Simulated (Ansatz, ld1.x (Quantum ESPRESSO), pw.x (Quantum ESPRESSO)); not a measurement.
# What a changed setting does to a pw.x run (fcc S)

Potential: norm-conserving Troullier–Martins (Kleinman–Bylander form), ld1.x (Quantum ESPRESSO) 7.5, PBE; core [Ne], reference 3s2 3p3; waves: 3p (bound): rc 1.70 bohr; 3d channel at 0.5 Ry: rc 1.40 bohr; 3s (bound): rc 1.15 bohr; local part: the s channel; core correction: Bessel-smoothed model core inside 1.05 bohr.

The reference run (k-mesh 14³, cutoffs 145/580 Ry, Fermi–Dirac 0.01 Ry, mixing_beta 0.4, conv_thr 1e-9, no spin) gives -0.30 GPa at 15.941 Å³/atom, where all-electron LAPW gives -0.09 GPa. This run, with its own iteration cap, changes k-mesh shift to 1.

```
&control
  calculation='scf', prefix='x', pseudo_dir='./', outdir='./tmp', tstress=.true., disk_io='none'
/
&system
  ibrav=0, nat=1, ntyp=1, ecutwfc=145, ecutrho=580, nbnd=10,
  occupations='smearing', smearing='fd', degauss=0.01
/
&electrons
  conv_thr=1e-09, mixing_beta=0.4, electron_maxstep=60
/
ATOMIC_SPECIES
S 1.0 S.UPF
CELL_PARAMETERS angstrom
  0.00000000 1.99753864 1.99753864
  1.99753864 0.00000000 1.99753864
  1.99753864 1.99753864 0.00000000
ATOMIC_POSITIONS crystal
S 0.0000 0.0000 0.0000
K_POINTS automatic
14 14 14 1 1 1
```

```bash
pw.x < S.scf.in > S.scf.out
```

How does the run end?

It converges in 8 iterations; the free energy moves by -1.9 meV/atom and the pressure by +0.07 GPa.

```
Message from routine setup:
     using ibrav=0 with symmetry is DISCOURAGED, use correct ibrav instead
     lattice parameter (alat)  =       5.3384  a.u.
     unit-cell volume          =     107.5752 (a.u.)^3
     number of electrons       =         6.00
     number of Kohn-Sham states=           10
     kinetic-energy cutoff     =     145.0000  Ry
     charge density cutoff     =     580.0000  Ry
     scf convergence threshold =      1.0E-09
     Exchange-correlation= PBE
     number of k points=   280  Fermi-Dirac smearing, width (Ry)=  0.0100
     iteration #  1     ecut=   145.00 Ry     beta= 0.40
     total energy              =     -25.41495677 Ry
     estimated scf accuracy    <       0.08952047 Ry
     iteration #  2     ecut=   145.00 Ry     beta= 0.40
     total energy              =     -25.40801282 Ry
     estimated scf accuracy    <       0.01956028 Ry
     iteration #  3     ecut=   145.00 Ry     beta= 0.40
     total energy              =     -25.41068432 Ry
     estimated scf accuracy    <       0.00005118 Ry
     iteration #  4     ecut=   145.00 Ry     beta= 0.40
     total energy              =     -25.41072049 Ry
     estimated scf accuracy    <       0.00003263 Ry
     iteration #  5     ecut=   145.00 Ry     beta= 0.40
     total energy              =     -25.41072311 Ry
     estimated scf accuracy    <       0.00000041 Ry
     iteration #  6     ecut=   145.00 Ry     beta= 0.40
     total energy              =     -25.41072325 Ry
     estimated scf accuracy    <          6.8E-09 Ry
     iteration #  7     ecut=   145.00 Ry     beta= 0.40
     total energy              =     -25.41072325 Ry
     estimated scf accuracy    <          1.3E-09 Ry
     iteration #  8     ecut=   145.00 Ry     beta= 0.40
     the Fermi energy is     8.9356 ev
!    total energy              =     -25.41072325 Ry
     estimated scf accuracy    <          9.6E-11 Ry
     smearing contrib. (-TS)   =      -0.00372970 Ry
     The total energy is F=E-TS. E is the sum of the following terms:
     one-electron contribution =       5.22648138 Ry
     hartree contribution      =       0.96610046 Ry
     xc contribution           =      -9.73682863 Ry
     ewald contribution        =     -21.86274677 Ry
     convergence has been achieved in   8 iterations
          total   stress  (Ry/bohr**3)                   (kbar)     P=       -2.31
     Message from routine punch:
     Nothing written, as per user request (disk_io='none')
```

The run took about 2.4 min on one core of a shared host (Neoverse-V1, 32 threads, 247 GiB, load 10).
